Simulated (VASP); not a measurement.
# CdO (Fm-3m) in VASP: band structure with HSE06

Aim: the band structure of CdO with HSE06.

Everything below comes from runs of VASP 6.6.1. Logs are shortened: lines on timing, memory, paths and dates and some standing lists are left out, and cuts for length are marked.

## Step 1: The structure

Symmetry: Fm-3m, No. 225, cubic system. Conventional cell: a = 4.699 Å, b = 4.699 Å, c = 4.699 Å, α = 90.00°, β = 90.00°, γ = 90.00°. Cd (site symmetry m-3m) is surrounded by 6 O at 2.35 Å. Around O (site symmetry m-3m) lie 6 Cd at 2.35 Å.

## Step 2: Band structure, HSE06

Contents of POSCAR:

```
CdO
1.0
    0.0000000000      2.3495000000      2.3495000000
    2.3495000000      0.0000000000      2.3495000000
    2.3495000000      2.3495000000      0.0000000000
Cd O
1 1
Direct
    0.0000000000      0.0000000000      0.0000000000
    0.5000000000      0.5000000000      0.5000000000
```

Contents of INCAR.step1:

```
SYSTEM = CdO
PREC = Accurate
ENCUT = 520
EDIFF = 1E-5
ISMEAR = 0
SIGMA = 0.1
LREAL = .False.
LASPH = .True.
NELM = 100
ALGO = Normal
ISIF = 2
LWAVE = .True.
LCHARG = .False.
NBANDS = 16
GGA = PE
```

Contents of INCAR.step2:

```
SYSTEM = CdO
PREC = Accurate
ENCUT = 520
EDIFF = 1E-7
ISMEAR = 0
SIGMA = 0.1
LREAL = .False.
LASPH = .True.
NELM = 100
ALGO = Normal
ISIF = 2
LWAVE = .False.
LCHARG = .False.
GGA = PE
LHFCALC = .True.
HFSCREEN = 0.2
PRECFOCK = Fast
NBANDS = 16
ISTART = 1
```

Contents of KPOINTS:

```
Automatic mesh
0
Gamma
  6 6 6
  0 0 0
```

Contents of KPOINTS_OPT:

```
path GXWKGLUWLK,UX
8
line-mode
reciprocal
 0.0000000000  0.0000000000  0.0000000000  G
 0.5000000000  0.0000000000  0.5000000000  X

 0.5000000000  0.0000000000  0.5000000000  X
 0.5000000000  0.2500000000  0.7500000000  W

 0.5000000000  0.2500000000  0.7500000000  W
 0.3750000000  0.3750000000  0.7500000000  K

 0.3750000000  0.3750000000  0.7500000000  K
 0.0000000000  0.0000000000  0.0000000000  G

 0.0000000000  0.0000000000  0.0000000000  G
 0.5000000000  0.5000000000  0.5000000000  L

 0.5000000000  0.5000000000  0.5000000000  L
 0.6250000000  0.2500000000  0.6250000000  U

 0.6250000000  0.2500000000  0.6250000000  U
 0.5000000000  0.2500000000  0.7500000000  W

 0.5000000000  0.2500000000  0.7500000000  W
 0.5000000000  0.5000000000  0.5000000000  L

 0.5000000000  0.5000000000  0.5000000000  L
 0.3750000000  0.3750000000  0.7500000000  K

 0.6250000000  0.2500000000  0.6250000000  U
 0.5000000000  0.0000000000  0.5000000000  X
```

Potentials or basis: VASP PAW PBE potentials, release 64 (Cd, O).

Started as:

```
$ cat potpaw_PBE.64/Cd/POTCAR potpaw_PBE.64/O/POTCAR > POTCAR
$ cp INCAR.step1 INCAR
$ mpirun -np 1 vasp_std > vasp.out
$ cp INCAR.step2 INCAR
$ mpirun -np 1 vasp_std > vasp.out
```

OUTCAR:

```text
SYSTEM = CdO
   PREC = Accurate
   ENCUT = 520
   EDIFF = 1E-7
   ISMEAR = 0
   LREAL = .False.
   LASPH = .True.
   NELM = 100
   ISIF = 2
   GGA = PE
   LHFCALC = .True.
   HFSCREEN = 0.2
   PRECFOCK = Fast
   ISTART = 1

 ion  position               nearest neighbor table
   1  0.000  0.000  0.000-   2 2.35   2 2.35   2 2.35   2 2.35   2 2.35   2 2.35
   2  0.500  0.500  0.500-   1 2.35   1 2.35   1 2.35   1 2.35   1 2.35   1 2.35

  LATTYP: Found a face centered cubic cell.
 ALAT       =     4.6990000000

  Lattice vectors:

 A1 = (   0.0000000000,   2.3495000000,   2.3495000000)
 A2 = (   2.3495000000,   0.0000000000,   2.3495000000)
 A3 = (   2.3495000000,   2.3495000000,   0.0000000000)

Analysis of symmetry for initial positions (statically):
=====================================================================
 Subroutine PRICEL returns:
 Original cell was already a primitive cell.

 Routine SETGRP: Setting up the symmetry group for a
 face centered cubic supercell.

 Subroutine GETGRP returns: Found 48 space group operations
 (whereof 48 operations were pure point group operations)
 out of a pool of 48 trial point group operations.

The static configuration has the point symmetry O_h .

Analysis of symmetry for dynamics (positions and initial velocities):
=====================================================================
 Subroutine PRICEL returns:
 Original cell was already a primitive cell.

 Routine SETGRP: Setting up the symmetry group for a
 face centered cubic supercell.

 Subroutine GETGRP returns: Found 48 space group operations
 (whereof 48 operations were pure point group operations)
 out of a pool of 48 trial point group operations.

The dynamic configuration has the point symmetry O_h .

 Subroutine INISYM returns: Found 48 space group operations
 (whereof 48 operations are pure point group operations),
 and found     1 'primitive' translations

----------------------------------------------------------------------------------------

                                     Primitive cell

  volume of cell :      25.9392

  direct lattice vectors                    reciprocal lattice vectors
     0.000000000  2.349500000  2.349500000    -0.212811236  0.212811236  0.212811236
     2.349500000  0.000000000  2.349500000     0.212811236 -0.212811236  0.212811236
     2.349500000  2.349500000  0.000000000     0.212811236  0.212811236 -0.212811236

  length of vectors
     3.322694765  3.322694765  3.322694765     0.368599874  0.368599874  0.368599874

  position of ions in fractional coordinates (direct lattice)
     0.000000000  0.000000000  0.000000000
     0.500000000  0.500000000  0.500000000

  ion indices of the primitive-cell ions
   primitive index   ion index
                 1           1
                 2           2

----------------------------------------------------------------------------------------

 KPOINTS: Automatic mesh

Automatic generation of k-mesh.
 Grid dimensions read from file:
 generate k-points for:    6    6    6

 Generating k-lattice:

  Cartesian coordinates                     Fractional coordinates (reciprocal lattice)
    -0.035468539  0.035468539  0.035468539     0.166666667  0.000000000  0.000000000
     0.035468539 -0.035468539  0.035468539     0.000000000  0.166666667  0.000000000
     0.035468539  0.035468539 -0.035468539     0.000000000  0.000000000  0.166666667

  Length of vectors
     0.061433312  0.061433312  0.061433312

  Shift w.r.t. Gamma in fractional coordinates (k-lattice)
     0.000000000  0.000000000  0.000000000

 Subroutine IBZKPT returns following result:
 ===========================================

 Found     16 irreducible k-points:

 Following reciprocal coordinates:
            Coordinates               Weight
  0.000000  0.000000  0.000000      1.000000
  0.166667  0.000000  0.000000      8.000000
  0.333333  0.000000  0.000000      8.000000
  0.500000  0.000000  0.000000      4.000000
  0.166667  0.166667  0.000000      6.000000
  0.333333  0.166667  0.000000     24.000000
[... 8 lines left out ...]
 -0.333333  0.333333  0.166667     24.000000
 -0.333333  0.500000  0.166667     12.000000
   k-points           NKPTS =     16   k-points in BZ     NKDIM =    216   number of bands    NBANDS=     16
   number of dos      NEDOS =    301   number of ions     NIONS =      2
   total plane-waves  NPLWV =  21952
   dimension x,y,z NGX =    28 NGY =   28 NGZ =   28
   dimension x,y,z NGXF=    56 NGYF=   56 NGZF=   56
   ions per type =               1   1
   NGX,Y,Z   is equivalent  to a cutoff of  14.01, 14.01, 14.01 a.u.
   NGXF,Y,Z  is equivalent  to a cutoff of  28.02, 28.02, 28.02 a.u.
 SYSTEM =  CdO
   PREC   = accura    normal or accurate (medium, high low for compatibility)
   ISTART =      1    job   : 0-new  1-cont  2-samecut
   ICHARG =      0    charge: 1-file 2-atom 10-const
   ISPIN  =      1    spin polarized calculation?
   LNONCOLLINEAR =      F non collinear calculations
   LSORBIT =      F    spin-orbit coupling
   LASPH  =      T    aspherical Exc in radial PAW
   ENCUT  =  520.0 eV  38.22 Ry    6.18 a.u.   6.18  6.18  6.18*2*pi/ulx,y,z
   NELM   =    100;   NELMIN=  2; NELMDL=  0     # of ELM steps
   EDIFF  = 0.1E-06   stopping-criterion for ELM
   LREAL  =      F    real-space projection
   EDIFFG = 0.1E-05   stopping-criterion for IOM
   NSW    =      0    number of steps for IOM
   IBRION =     -1    ionic relax: 0-MD 1-quasi-New 2-CG
   NFREE  =      0    steps in history (QN), initial steepest desc. (CG)
   ISIF   =      2    stress and relaxation
   ISYM   =      3    0-nonsym 1-usesym 2-fastsym
   POTIM  = 0.5000    time-step for ionic-motion
   TEBEG  =    0.0;   TEEND  =   0.0 temperature during run
   PSTRESS=    0.0 pullay stress
   NELECT =      18.0000    total number of electrons
   NUPDOWN=      -1.0000    fix difference up-down
   EMIN   =  10.00;   EMAX   =-10.00  energy-range for DOS
   EFERMI =   0.00;   METHOD = LEGACY
   ISMEAR =     0;   SIGMA  =   0.10  broadening in eV -4-tet -1-fermi 0-gaus
   EFERMI_NEDOS =   21; number of points for ismear=-14 and -15
   IALGO  =     38    algorithm
   IMIX   =      1    mixing-type and parameters
     AMIX     =   0.40;   BMIX     =  1.00
     AMIX_MAG =   1.60;   BMIX_MAG =  1.00
  volume/ion in A,a.u.               =      12.97        87.52
  Fermi-wavevector in a.u.,A,eV,Ry     =   1.449373  2.738918 28.581522  2.100683
  Thomas-Fermi vector in A             =   2.567107
   LORBIT       =      0    0 simple, 1 ext, 2 COOP (PROOUT), +10 PAW based schemes
   GGA     = PE    functional components
   LHFCALC =     T    Hartree Fock is set to
   PRECFOCK=fast      Normal, Fast or Accurate (Low or Medium for compatibility)
   ENCUT4O =  -1.0   cutoff for four orbital integrals eV
   NKREDX  =     1    reduce k-point grid by
   NKREDY  =     1    reduce k-point grid by
   NKREDZ  =     1    reduce k-point grid by
   AEXX    =    0.2500 exact exchange contribution
   HFSCREEN=    0.2000 screening length (either q_TF or 0.3 A-1)
   HFSCREENC=   0.2000 screening length for correlation (either q_TF or 0.3 A-1)
   ENCUTFOCK=  -1.0 apply spherical cutoff to Coloumb kernel
   IVDW    =     0    specifies the selected vdW correction
   LEPSILON=     F    determine dielectric tensor
   LRPA    =     F    only Hartree local field effects (RPA)
 non-spin polarized calculation
 Gauss-broadening in eV      SIGMA  =   0.10
  energy-cutoff  :      520.00
  volume of cell :       25.94
 maximum number of plane-waves:       725
 NGX is ok and might be reduce to    28
  NGX = 14; NGY = 14; NGZ = 14

 number of electron      18.0000002 magnetization

 Free energy of the ion-electron system (eV)
  ---------------------------------------------------
  ext. energy  EPLUGINS =         0.00000000
  ---------------------------------------------------
  free energy    TOTEN  =       -10.01689012 eV

  energy without entropy =      -10.01689012  energy(sigma->0) =      -10.01689012

 E-fermi :   1.4245     XC(G=0):  -9.5439

 val. band max:        0.9905211285   @ k =   0.5000   0.0000   0.0000
 cond. band min:       1.8926677706   @ k =   0.0000   0.0000   0.0000
 fundamental gap:      0.9021466421
 Fermi energy:         1.4244529450

 k-point     1 :       0.0000    0.0000    0.0000
  band No.  band energies     occupation
      1     -17.9722      2.00000
      2      -6.5182      2.00000
      3      -6.5182      2.00000
      4      -6.5182      2.00000
      5      -6.2607      2.00000
      6      -6.2607      2.00000
[... 8 lines left out ...]
     15      21.4978      0.00000
     16      21.4978      0.00000

 k-point     2 :       0.1667    0.0000    0.0000
  band No.  band energies     occupation
      1     -17.7805      2.00000
      2      -6.6353      2.00000
      3      -6.5745      2.00000
      4      -6.5745      2.00000
      5      -6.3260      2.00000
      6      -6.3260      2.00000
[... 8 lines left out ...]
     15      21.7964      0.00000
     16      21.7964      0.00000

 k-point     3 :       0.3333    0.0000    0.0000
  band No.  band energies     occupation
      1     -17.3676      2.00000
      2      -7.0736      2.00000
      3      -6.9757      2.00000
      4      -6.9757      2.00000
      5      -6.0974      2.00000
      6      -6.0974      2.00000
[... 8 lines left out ...]
     15      23.4004      0.00000
     16      23.4004      0.00000

 k-point     4 :       0.5000    0.0000    0.0000
  band No.  band energies     occupation
      1     -17.1432      2.00000
      2      -7.4002      2.00000
      3      -7.1640      2.00000
      4      -7.1640      2.00000
      5      -5.9678      2.00000
      6      -5.9678      2.00000
[... 8 lines left out ...]
     15      24.2183      0.00000
     16      25.1796      0.00000
[... 172 lines left out ...]
 k-point    14 :       0.5000    0.3333    0.1667
  band No.  band energies     occupation
      1     -17.2706      2.00000
      2      -6.8487      2.00000
      3      -6.7739      2.00000
      4      -6.7456      2.00000
      5      -6.0534      2.00000
      6      -5.8866      2.00000
[... 8 lines left out ...]
     15      24.1191      0.00000
     16      26.8727      0.00000

 k-point    15 :      -0.3333    0.3333    0.1667
  band No.  band energies     occupation
      1     -17.1820      2.00000
      2      -6.9401      2.00000
      3      -6.6950      2.00000
      4      -6.6809      2.00000
      5      -5.9179      2.00000
      6      -5.8800      2.00000
[... 8 lines left out ...]
     15      22.1511      0.00000
     16      27.9510      0.00000

 k-point    16 :      -0.3333    0.5000    0.1667
  band No.  band energies     occupation
      1     -17.2225      2.00000
      2      -6.8261      2.00000
      3      -6.5605      2.00000
      4      -6.3219      2.00000
      5      -5.8196      2.00000
      6      -5.6308      2.00000
[... 8 lines left out ...]
     15      24.2272      0.00000
     16      27.7914      0.00000

------------------------ aborting loop because EDIFF is reached ----------------------------------------

  FORCE on cell =-STRESS in cart. coord.  units (eV):
  Direction    XX          YY          ZZ          XY          YZ          ZX
  --------------------------------------------------------------------------------------
  -------------------------------------------------------------------------------------
  Total        0.3650493      0.3650493      0.3650493     -0.0000000     -0.0000000     -0.0000000
  in kB       22.5478827     22.5478827     22.5478827     -0.0000000     -0.0000000     -0.0000000
  external PRESSURE =      22.5478827 kB  Pullay stress =       0.0000000 kB

 VOLUME and BASIS-vectors are now :
 -----------------------------------------------------------------------------
  energy-cutoff  :      520.00
  volume of cell :       25.94
      direct lattice vectors                 reciprocal lattice vectors
     0.000000000  2.349500000  2.349500000    -0.212811236  0.212811236  0.212811236
     2.349500000  0.000000000  2.349500000     0.212811236 -0.212811236  0.212811236
     2.349500000  2.349500000  0.000000000     0.212811236  0.212811236 -0.212811236

 POSITION                                       TOTAL-FORCE (eV/Angst)
 -----------------------------------------------------------------------------------
      0.00000      0.00000      0.00000        -0.000000     -0.000000     -0.000000
      2.34950      2.34950      2.34950         0.000000      0.000000      0.000000
 -----------------------------------------------------------------------------------
    total drift:                               -0.000000     -0.000000     -0.000000

  FREE ENERGIE OF THE ION-ELECTRON SYSTEM (eV)
  ---------------------------------------------------
  free  energy   TOTEN  =       -10.0168901175 eV

  energy  without entropy=      -10.0168901175  energy(sigma->0) =      -10.01689012
```

Run time: 20 min. Hardware: 1 thread of Intel Xeon 6975P-C (Granite Rapids), shared host; peak memory 0.27 GiB.

Results:

```yaml
Free_energy: -10.0169 eV
Pressure: 2.3 GPa
Band_gap_on_the_k_mesh: 0.90 eV, indirect (least direct gap 2.25 eV)
Band_gap_along_the_path: 0.90 eV, indirect (least direct gap 2.25 eV)
```

Levels at the corners of the path, in eV from the valence-band top:
| point | band 5 | band 6 | band 7 | band 8 | band 9 | band 10 | band 11 | band 12 | band 13 | band 14 |
| --- | --- | --- | --- | --- | --- | --- | --- | --- | --- | --- |
| Γ | -7.25 | -7.25 | -1.35 | -1.35 | -1.35 | 0.90 | 16.59 | 18.80 | 18.80 | 18.80 |
| X | -6.81 | -6.52 | -4.59 | -2.44 | -2.44 | 5.64 | 10.48 | 12.72 | 15.53 | 15.53 |
| X | -6.81 | -6.52 | -4.59 | -2.44 | -2.44 | 5.64 | 10.48 | 12.72 | 15.53 | 15.53 |
| W | -6.81 | -6.63 | -3.21 | -3.21 | -1.93 | 7.89 | 10.75 | 10.75 | 12.61 | 20.73 |
| W | -6.81 | -6.63 | -3.21 | -3.21 | -1.93 | 7.89 | 10.75 | 10.75 | 12.61 | 20.73 |
| K | -6.90 | -6.81 | -3.65 | -3.04 | -1.35 | 7.26 | 10.35 | 10.51 | 15.03 | 17.56 |
| K | -6.90 | -6.81 | -3.65 | -3.04 | -1.35 | 7.26 | 10.35 | 10.51 | 15.03 | 17.56 |
| Γ | -7.25 | -7.25 | -1.35 | -1.35 | -1.35 | 0.90 | 16.59 | 18.80 | 18.80 | 18.80 |
| Γ | -7.25 | -7.25 | -1.35 | -1.35 | -1.35 | 0.90 | 16.59 | 18.80 | 18.80 | 18.80 |
| L | -6.96 | -6.96 | -4.12 | 0.00 | 0.00 | 5.91 | 9.37 | 13.79 | 13.79 | 19.68 |
| L | -6.96 | -6.96 | -4.12 | 0.00 | 0.00 | 5.91 | 9.37 | 13.79 | 13.79 | 19.68 |
| U | -6.90 | -6.81 | -3.65 | -3.04 | -1.35 | 7.26 | 10.35 | 10.51 | 15.03 | 17.56 |
| U | -6.90 | -6.81 | -3.65 | -3.04 | -1.35 | 7.26 | 10.35 | 10.51 | 15.03 | 17.56 |
| W | -6.81 | -6.63 | -3.21 | -3.21 | -1.93 | 7.89 | 10.75 | 10.75 | 12.61 | 20.73 |
| W | -6.81 | -6.63 | -3.21 | -3.21 | -1.93 | 7.89 | 10.75 | 10.75 | 12.61 | 20.73 |
| L | -6.96 | -6.96 | -4.12 | 0.00 | 0.00 | 5.91 | 9.37 | 13.79 | 13.79 | 19.68 |
| L | -6.96 | -6.96 | -4.12 | 0.00 | 0.00 | 5.91 | 9.37 | 13.79 | 13.79 | 19.68 |
| K | -6.90 | -6.81 | -3.65 | -3.04 | -1.35 | 7.26 | 10.35 | 10.51 | 15.03 | 17.56 |
| U | -6.90 | -6.81 | -3.65 | -3.04 | -1.35 | 7.26 | 10.35 | 10.51 | 15.03 | 17.56 |
| X | -6.81 | -6.52 | -4.59 | -2.44 | -2.44 | 5.64 | 10.48 | 12.72 | 15.53 | 15.53 |

Caveat: the PAW data sets were made with another functional, which shifts forces and pressure a little.
